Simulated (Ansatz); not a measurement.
Runs of Ansatz 0.2.0 on ZnS (Wurtzite-4H). Symmetry: P6_3mc, No. 186, hexagonal system. The conventional cell has a = 3.823 Å, b = 3.823 Å, c = 12.520 Å, α = 90.00°, β = 90.00°, γ = 120.00°. Zn (site symmetry 3m) has 4 S at 2.34 to 2.35 Å as nearest neighbours. Around Zn (site symmetry 3m) lie 4 S at 2.34 to 2.35 Å. S (site symmetry 3m) is surrounded by 4 Zn at 2.34 to 2.35 Å. Around S (site symmetry 3m) lie 4 Zn at 2.34 to 2.35 Å. 

| task | level | cell | points for each segment of the path | gap on the mesh (eV) | pressure (GPa) | relaxed volume (Å³/atom) | largest force (eV/Å) |
| --- | --- | --- | --- | --- | --- | --- | --- |
| band structure | revPBE | as given | 10 | 2.25 | (a) | - | (b) |
| relaxation of cell and atoms | RPBE+D3(BJ) | relaxed | - | 2.69 | 0.0 | 18.13 | - |
| relaxation of cell and atoms | PBE+D3(BJ) | relaxed | - | 2.21 | 0.0 | 19.42 | - |
| relaxation of cell and atoms | RPBE | relaxed | - | (c) | 0.0 | 20.94 | 0.01 |

Alike in all rows: potentials or basis Ansatz PAW; no spin polarisation; k mesh 8 × 8 × 3; cutoff (eV) 420; smearing fermi-dirac 0.05 eV.

Fill in the values left out.

(a) 3.2; (b) 0.04; (c) 2.06.

Caveats: the PAW data sets come from PBE, with cores solved anew for the run's functional, which leaves a small shift of forces and pressure (some runs); odd divisions of the mesh miss points on the zone boundary, where band edges often lie, so the gap on the mesh can be too wide (some runs); the plane-wave basis is chosen anew once the cell has moved, so the energies of steps on either side of that aren't comparable (some runs).

A k mesh can miss the band edges.
